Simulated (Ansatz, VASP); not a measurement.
# Cross-check of VSb2 between VASP and Ansatz, part 2 of 2

One calculation is typed for both programs; each brings its own data sets and cutoff. How far apart do they land?

VASP 6.6.1 and Ansatz 0.2.0.

So far: Starting point; VASP: relaxation of cell and atoms, PBEsol, DFT+U.

## Step 3: Ansatz: relaxation of cell and atoms, PBEsol, DFT+U

Level of this step: Ansatz beside VASP: Kohn-Sham DFT, plane waves, PBEsol, DFT+U (Ansatz).

Ansatz runs on its default PAW (the set named soft_2) files.

The same cell, functional, mesh and smearing now go to Ansatz, which takes its cutoff from its data sets.

The input, input.yaml:

```yaml
crystal:
  lattice:
    - [-3.2769, 3.2769, 2.8183]
    - [3.2769, -3.2769, 2.8183]
    - [3.2769, 3.2769, -2.8183]
  atoms:
    - { symbol: Sb, position: [0.84432, 0.65568, 0.5] }
    - { symbol: Sb, position: [0.34432, 0.84432, 0.18864] }
    - { symbol: Sb, position: [0.15568, 0.34432, 0.5] }
    - { symbol: Sb, position: [0.65568, 0.15568, 0.81136] }
    - { symbol: V, position: [0.75, 0.75, 0.0], spin: 2.0 }
    - { symbol: V, position: [0.25, 0.25, 0.0], spin: 2.0 }
hamiltonian:
  xc: pbesol
  pseudopotentials: { kind: paw }
  hubbard: { sites: [{ species: V, l: d, u_eff: 3.25 }] }
magnetization:
  spin_polarized: true
kpoints:
  mp_grid: { grid: [8, 8, 8] }
scf:
  occupations: { method: methfessel_paxton, width: 0.15 }
relax:
  f_tol: 0.01
  max_steps: 60
  cell: { stress_tol: 0.05 }
output:
  forces: true
  stress: true
  write_density: true
  write_potential: true
  elf: true
  volumetric_format: npy
```

Command:

```bash
$ ansatz run input.yaml --threads 4 --pin off --max-ram 9216MiB --backend cpu --events-out ev --progress --plain --runs-dir out
```

Numbers of over 12 decimals in the logs are rounded to 6 here.

What it wrote:

```text
Sb: projections on atomic orbitals take those of the free atom [Kr] 4d10 5s2 5p3, of charge +0.00 (hamiltonian.pseudopotentials.projection_atoms); the dataset's partial waves leave at most 3.6e-6 of an orbital's norm unspanned inside its sphere
V: projections on atomic orbitals take those of the free atom [Ne] 3s2 3p6 3d3 4s2, of charge +0.00 (hamiltonian.pseudopotentials.projection_atoms); the dataset's partial waves leave at most 5.8e-7 of an orbital's norm unspanned inside its sphere
Engine: ansatz 0.2.0, aarch64-unknown-linux-gnu
Pseudopotentials: kind: paw
Pseudopotential: Sb, paw, valence charge 15, recommended cutoff 420 eV (normal), Sb.paw.azcp
Pseudopotential: V, paw, valence charge 13, recommended cutoff 420 eV (normal), V.paw.azcp
Functional definition: PBEsol
  exchange = pbesol_x
  correlation = pbesol_c
Crystal: 6 atoms, lattice volume = 121.052 Å³
Basis set: ecut = 420 eV, 2345 PW (Γ), exchange–correlation on 80×80×80 points (8 copies of the dense FFT grid, shifted against one another)
Bands: 54, of which v1, the nominal top of the filled ones, is band 43 counted from 1 (42 counted from 0)
Symmetry: 16 space group operations
Space group: I4/mcm (ITA 140), of the structure as read, at distance tolerance 4.9e-5 Å
Magnetic group: BNS 140.541 (UNI 1201), of the structure as read, at distance tolerance 4.9e-5 Å
k-points: 59 of 512
Non-local potential: Sb, projectors of the file, l = 0: 2, l = 1: 2, l = 2: 2, l = 3: 2
Non-local potential: V, projectors of the file, l = 0: 3, l = 1: 2, l = 2: 3, l = 3: 1
PAW form: soft (Blöchl's): semilocal exchange-correlation on the pseudo side does not see the compensation charge
PAW frozen core: Sb, regenerated for the run's functional, and the local potential with it (the file was generated under x = pbe(κ = 0.804, μ = 0.219515), c = pbe(β = 0.066725))
PAW frozen core: V, regenerated for the run's functional, and the local potential with it (the file was generated under x = pbe(κ = 0.804, μ = 0.219515), c = pbe(β = 0.066725))
PAW one-centre angular grid: Sb, 590 points (default); XC on 64 Gauss nodes
PAW one-centre angular grid: V, 590 points (default); XC on 64 Gauss nodes
Initial density: superposition of atomic densities (chi_scale 0.1, normalization cell)
Starting moments: Σ|m| = 4 μB on 2 of 6 sites
Initial wavefunctions: pseudopotential atomic-orbital guess
Functional: x = pbesol(κ = 0.804, μ = 0.123457), c = pbesol(β = 0.046)
SCF iter   1: F=—  HF=-31397.621272 eV  |F-HF|=—  |Δ(HF+E_count)|=         —  Δρ=5.16e-2 (↑5.16e-2 ↓1.39e-2)  dr2=1.10e1  dr2_m=6.62e-1  M=4.754 μB ∫|m|=5.771 μB  β_m=1.00  ethr=3.10e-3  ⟨swp⟩=6.7  Hψ=23418  notcnv=0
preconditioner: auto → Kerker (q_TF=auto, 2.577 Å⁻¹)  [metal: Δε(μ)=0.011 eV  Ē_g=20.227 eV  σ=0.150 eV  W_gap=0.04  n_scr=34 (ndim 8)  ℏωp=28.2 eV  f_vac=0.000  D(μ)=4.72/eV (n_scr^D=42)]
spin=Collinear: Kerker preconditioning applied to the charge; magnetization (m = ρ↑ − ρ↓) channel mixes plain (no charge-response kernel on spin).
SCF iter   2: F=—  HF=-31397.167075 eV  |F-HF|=—  |Δ(HF+E_count)|=   4.54e-1  Δρ=1.56e-2 (↑1.56e-2 ↓1.08e-2)  dr2=2.67e0  dr2_m=1.86e-2  M=4.740 μB ∫|m|=5.978 μB  β_m=1.00  ethr=3.10e-3  ⟨swp⟩=2.5  Hψ=8901  notcnv=0  defer=481
SCF iter   3: F=—  HF=-31396.976618 eV  |F-HF|=—  |Δ(HF+E_count)|=   1.90e-1  Δρ=9.83e-3 (↑9.83e-3 ↓7.17e-3)  dr2=7.42e-1  dr2_m=8.17e-3  M=4.791 μB ∫|m|=6.085 μB  β_m=1.00  ethr=3.10e-3  ⟨swp⟩=2.0  Hψ=6827  notcnv=0  defer=481
SCF iter   4: F=—  HF=-31396.856166 eV  |F-HF|=—  |Δ(HF+E_count)|=   1.20e-1  Δρ=2.92e-3 (↑2.92e-3 ↓2.70e-3)  dr2=3.96e-2  dr2_m=1.55e-3  M=4.784 μB ∫|m|=6.115 μB  β_m=1.00  ethr=8.63e-4  ⟨swp⟩=2.4  Hψ=10539  notcnv=0  defer=500
SCF iter   5: F=—  HF=-31396.893819 eV  |F-HF|=—  |Δ(HF+E_count)|=         —  Δρ=4.47e-3 (↑4.47e-3 ↓2.07e-3)  dr2=1.70e-2  dr2_m=9.79e-3  M=4.925 μB ∫|m|=6.291 μB  β_m=1.00  ethr=4.61e-5  ⟨swp⟩=2.1  Hψ=8157  notcnv=0  defer=478
Mixer restart at iter 5: flushing history
SCF iter   6: F=—  HF=-31396.915725 eV  |F-HF|=—  |Δ(HF+E_count)|=   2.19e-2  Δρ=2.26e-3 (↑2.26e-3 ↓8.66e-4)  dr2=1.16e-2  dr2_m=1.37e-3  M=4.982 μB ∫|m|=6.362 μB  β_m=1.00  ethr=1.98e-5  ⟨swp⟩=2.0  Hψ=8758  notcnv=0  defer=478
SCF iter   7: F=—  HF=-31396.938393 eV  |F-HF|=—  |Δ(HF+E_count)|=   2.27e-2  Δρ=5.05e-3 (↑5.05e-3 ↓1.25e-3)  dr2=5.38e-2  dr2_m=4.33e-3  M=4.917 μB ∫|m|=6.291 μB  β_m=0.30  ethr=1.34e-5  ⟨swp⟩=2.0  Hψ=11709  notcnv=0  defer=478
Mixer restart at iter 7: flushing history
spin-set hold released at iteration 7 (site moments contracting): the magnetisation degrees of freedom join the quasi-Newton model from the next iteration; the mixer history was flushed
SCF iter   8: F=—  HF=-31396.940691 eV  |F-HF|=—  |Δ(HF+E_count)|=   2.30e-3  Δρ=1.94e-3 (↑1.94e-3 ↓7.57e-4)  dr2=4.47e-3  dr2_m=1.90e-3  M=5.032 μB ∫|m|=6.418 μB  β_m=0.32  ethr=1.34e-5  ⟨swp⟩=2.0  Hψ=11472  notcnv=0  defer=478
SCF iter   9: F=—  HF=-31396.949210 eV  |F-HF|=—  |Δ(HF+E_count)|=   8.52e-3  Δρ=2.16e-3 (↑2.16e-3 ↓7.97e-4)  dr2=5.42e-3  dr2_m=2.30e-3  M=5.062 μB ∫|m|=6.450 μB  β_m=0.12  ethr=5.19e-6  ⟨swp⟩=1.7  Hψ=6345  notcnv=0  defer=477
[...]
SCF iter   3: F=-31397.235578 eV  HF=-31397.235594 eV  |F-HF|=1.59e-5  |Δ(HF+E_count)|=   9.74e-5  Δρ=2.25e-4 (↑2.25e-4 ↓4.89e-5)  dr2=6.24e-5  dr2_m=1.86e-5  M=5.350 μB ∫|m|=6.812 μB  ethr=9.35e-8  ⟨swp⟩=2.1  Hψ=11954  notcnv=0
SCF 2 converged in 3 iterations: F = -31397.235578 eV  dr2 = 6.24e-5
Symmetry: 8 space group operations
k-points: 59 of 512 (time reversal used)
iter 1 solved again at ethr=7.24e-8 eV; its pass at ethr=1.16e-6 eV (dr2=6.22e-5 eV) is discarded
SCF iter   1: F=—  HF=-31397.235594 eV  |F-HF|=—  |Δ(HF+E_count)|=         —  Δρ=2.25e-4 (↑2.25e-4 ↓4.88e-5)  dr2=6.21e-5  dr2_m=1.86e-5  M=5.350 μB ∫|m|=6.812 μB  ethr=7.24e-8  ⟨swp⟩=1.0  Hψ=27838  notcnv=0
preconditioner: auto → Kerker (q_TF=auto, 2.545 Å⁻¹)  [metal: Δε(μ)=0.006 eV  Ē_g=7.157 eV  σ=0.100 eV  W_gap=0.01  n_scr=42 (ndim 8)  ℏωp=17.8 eV  f_vac=0.000  D(μ)=3.75/eV (n_scr^D=18)]
spin=Collinear: Kerker preconditioning applied to the charge; magnetization (m = ρ↑ − ρ↓) channel mixes plain (no charge-response kernel on spin).
SCF iter   2: F=—  HF=-31397.235672 eV  |F-HF|=—  |Δ(HF+E_count)|=   7.80e-5  Δρ=4.21e-4 (↑4.21e-4 ↓7.93e-5)  dr2=4.59e-4  dr2_m=4.23e-5  M=5.356 μB ∫|m|=6.820 μB  ethr=1.16e-6  ⟨swp⟩=1.0  Hψ=20327  notcnv=0
SCF iter   3: F=—  HF=-31397.235661 eV  |F-HF|=—  |Δ(HF+E_count)|=   1.06e-5  Δρ=1.77e-5 (↑1.77e-5 ↓1.46e-5)  dr2=1.51e-6  dr2_m=9.05e-8  M=5.349 μB ∫|m|=6.813 μB  ethr=6.97e-7  ⟨swp⟩=1.0  Hψ=13216  notcnv=0
SCF iter   4: F=—  HF=-31397.235662 eV  |F-HF|=—  |Δ(HF+E_count)|=   4.78e-7  Δρ=3.38e-6 (↑3.38e-6 ↓1.38e-6)  dr2=3.63e-8  dr2_m=2.40e-9  M=5.350 μB ∫|m|=6.813 μB  ethr=1.16e-10  ⟨swp⟩=1.8  Hψ=16962  notcnv=0
SCF iter   5: F=-31397.235662 eV  HF=-31397.235662 eV  |F-HF|=5.82e-10  |Δ(HF+E_count)|=   1.69e-9  Δρ=5.64e-7 (↑5.64e-7 ↓1.82e-7)  dr2=7.73e-10  dr2_m=8.58e-11  M=5.349 μB ∫|m|=6.813 μB  ethr=5.16e-11  ⟨swp⟩=1.0  Hψ=13219  notcnv=0
a single-point calculation of the run's input, under the relaxation's own `scf.mixing.negative_modes` where the relaxation goes by `scf.lower_state_search: light` itself or types `scf.max_iter`, was made at the relaxed geometry, from the atoms, in 28 SCF iterations in all. It converged +0.0 meV from the relaxation's final energy, with moments (-0.12, -0.12, -0.12, -0.12, 2.72, 2.72 Bohr magnetons, atom by atom), which does not count as lower, and the relaxation's result stands. No further magnetic order was relaxed to its end, and one can end lower (see `relax.adjacent_minimum`). Of the state that the single point found these notices stand: [rest of the remark cut]
SCF converged after 8 iterations
Stability not checked: this state was not tested for a lower state beside it, because cold or Methfessel-Paxton smearing, or corrected tetrahedra, fill the levels in a way that the test cannot read (fill_not_monotonic; see scf.lower_state_search)
Magnetization: 5.3705 μB (45.6852 up, 40.3148 down)
Absolute magnetization: 6.8427 μB (∫|ρ↑−ρ↓|, with the PAW one-centre terms)
Spin contamination: 0.6786 ħ² per cell (⟨S²⟩ above its minimum at these occupations)
Per-site moments (μB) at R_I (Å): [(-0.118299, 1.200529), (-0.118299, 1.200529), (-0.118299, 1.200529), (-0.118299, 1.200529), (2.724324, 1.200529), (2.724324, 1.200529)]
Free energy (F): -31397.174881 eV
Harris-Foulkes:  -31397.174881 eV  (|F-HF|=1.46e-11)
Internal energy: -31397.176861 eV  (E = F + TS)
E sigma→0 (E₀):  -31397.175376 eV
Entropy (-TS):   0.001980 eV (0.330 meV/atom)
Fermi energy:    13.068840 eV
--- Per-component energies (eV) ---
  E_band       = -857.808810
  E_kinetic    = 1505.790383
  E_local      = -7708.084919  (includes V_loc(G=0)·N_el)
  E_nonlocal   = 1382.868674
  E_hartree    = 3534.972708
  E_xc         = -808.977251
  E_vxc        = -716.364263  (∫ρ·V_xc dr)
  E_hubbard    = 4.641447  (on-site DFT+U / exact-exchange correction)
  E_vhub       = -3.715233  (the Hubbard potential's part of the band-sum identity)
  E_paw        = -20182.638611  (= ΣΔE_a)
  E_vpaw       = -2388.249312  (= ΣTr[D̂ρ^β])
  E_aug_tail   = 0.000517  (compensation charges beyond the density's cutoff)
  E_ewald      = -9127.376595
  E_core_change = 1.626786  (= ΣΔE_core)
  E_smearing   = 0.001980  (= −TS)
  E_closure    = 0.000000  (closes the sum)
  Σ components = -31397.174881   (vs F -31397.174881, Δ=0.00e0)
--- Forces (eV/Å), atoms counted from 1 ---
  atom   1  Sb     0.00022759    -0.00022759     0.00000000
  atom   2  Sb    -0.00022759    -0.00022759     0.00000000
  atom   3  Sb    -0.00022759     0.00022759     0.00000000
  atom   4  Sb     0.00022759     0.00022759     0.00000000
  atom   5  V     -0.00000000     0.00000000     0.00000000
  atom   6  V     -0.00000000     0.00000000     0.00000000
  max |Σ_I F_I| component: 6.20e-17 eV/Å
--- Stress (GPa, compression-positive) ---
       -0.009469      -0.000000       0.000000
       -0.000000      -0.009469      -0.000000
       -0.000000       0.000000       0.022357
  P = ⅓ Tr σ = 0.0011 GPa (0.011 kbar)
--- Band table (eV; the first three rows and the last of 118) ---
  k-point 0 ↑: bands = [... 39 lower, 10.0897, 10.9978, 11.1089, 12.1399, 12.2560, 12.7224, 12.7224, 13.0990, ... 7 higher]
  k-point 1 ↑: bands = [... 39 lower, 10.5147, 10.9532, 11.1434, 12.2231, 12.5844, 12.6831, 12.7449, 13.0008, ... 7 higher]
  k-point 2 ↑: bands = [... 39 lower, 10.8414, 11.0852, 11.2339, 12.2212, 12.5842, 12.7195, 12.8682, 13.4468, ... 7 higher]
  k-point 58 ↓: bands = [... 39 lower, 14.0051, 14.0051, 14.3748, 15.4888, 16.0485, 16.0485, 16.0977, 16.1462, ... 7 higher]
--- Relaxed structure (4 steps of the walk, 4 accepted, 1 SCFs on fresh bases) ---
  F+E_penalty+E_count = -31397.17488090 eV   max|allowed force component| = 2.276e-4 eV/Å   (the final SCF, on the basis selected at the relaxed cell)
  cell:  # Å, volume = 130.5169 Å³
    - [-3.311145, 3.311145, 2.976118]
    - [3.311145, -3.311145, 2.976118]
    - [3.311145, 3.311145, -2.976118]
  atoms:
    - { symbol: Sb, position: [0.843946, 0.656054, 0.5] }
    - { symbol: Sb, position: [0.343946, 0.843946, 0.187891] }
    - { symbol: Sb, position: [0.156054, 0.343946, 0.5] }
    - { symbol: Sb, position: [0.656054, 0.156054, 0.812109] }
    - { symbol: V, position: [0.750000, 0.750000, 0] }
    - { symbol: V, position: [0.25, 0.25, 0] }
```

Run time: 3.5 min. Hardware: 4 threads of Arm Neoverse V1, shared host; peak memory 2.6 GiB.

## Step 4: Side by side

Known differences besides the PAW data sets themselves: U acts on the PAW sphere in VASP and on atomic orbitals in Ansatz, so only states and trends compare; both relaxations stop at a tolerance, which leaves soft axes loose, and VASP keeps its plane-wave basis; the data sets hold 86 valence electrons in Ansatz (default PAW (the set named soft_2) files) and 46 in VASP; the cutoff is 420 eV in Ansatz and 450 eV in VASP; Ansatz makes its cores anew for this functional, VASP keeps those of its PBE data sets; Ansatz adds a Pulay correction to the stress that steers its cell, VASP none; site moments are counted in spheres of each program's own size. Total energies have different zeros and are not compared.

Compared:

| quantity | Ansatz | VASP | difference |
| --- | --- | --- | --- |
| volume (Å³) | 130.52 | 121.88 | +7.09 % |
| edge a after relaxation, in the typed setting (Å) | 5.548 | 5.436 | +2.08 % |
| total moment (μB) | 5.37 | 2.12 | +3.26 |
| moment on V6 (μB) | 2.72 | 1.24 | +1.49 |
| moment on V5 (μB) | 2.72 | 1.24 | +1.49 |
| moment on Sb1 (μB) | -0.12 | -0.08 | -0.03 |
| moment on Sb2 (μB) | -0.12 | -0.08 | -0.03 |
| moment on Sb4 (μB) | -0.12 | -0.08 | -0.03 |
| moment on Sb3 (μB) | -0.12 | -0.08 | -0.03 |

By their total or site moments the two runs ended in different magnetic states; the other differences may follow from that, so they don't measure the programs' precision. The walks stopped with 0.00 GPa left in Ansatz and 0.01 GPa in VASP; each walk ends within a tolerance, so the volume difference is uncertain by about these residues over the bulk modulus, most in soft cells.

A further Ansatz single point at VASP's end cell gives 6.01 GPa where VASP has 0.01 GPa.

## Step 5: What moves the difference

The difference is large enough to ask for its cause, so further runs change the set-up of one program at a time, as the table lists.

| run | difference in total moment (μB) |
| --- | --- |
| as above | 3.3 |
| a start from the moments at which VASP ended, with Ansatz's search for lower states switched off | 3.3 |

## Step 6: What came out

```
difference in total moment (relaxation of cell and atoms, PBEsol, DFT+U) : 3.3 μB
```

The difference in total moment is 3.3 μB (relaxation of cell and atoms, PBEsol, DFT+U). The runs ended with unlike moments, so this pair says little about numerical agreement. A pressure difference of 6.01 GPa at VASP's end cell goes with 7.1 % of volume. For relaxation of cell and atoms, PBEsol, DFT+U: no further run halves the difference in total moment; only Ansatz's side was varied. How closely two codes agree says nothing of how well the functional describes the real material.

[Lines on the potential files, build, host, timing and source positions are cut from VASP's logs without a mark.]

[Logs are printed without paths, hosts, clocks, repeated set-up lines and the standing remarks that a program may print on its own settings, such as how far it seeks lower states.]

[Hosts, paths, dates, database ids (printed as entryN), source tags and the programs' standing remarks are cut or masked in the printed files.]
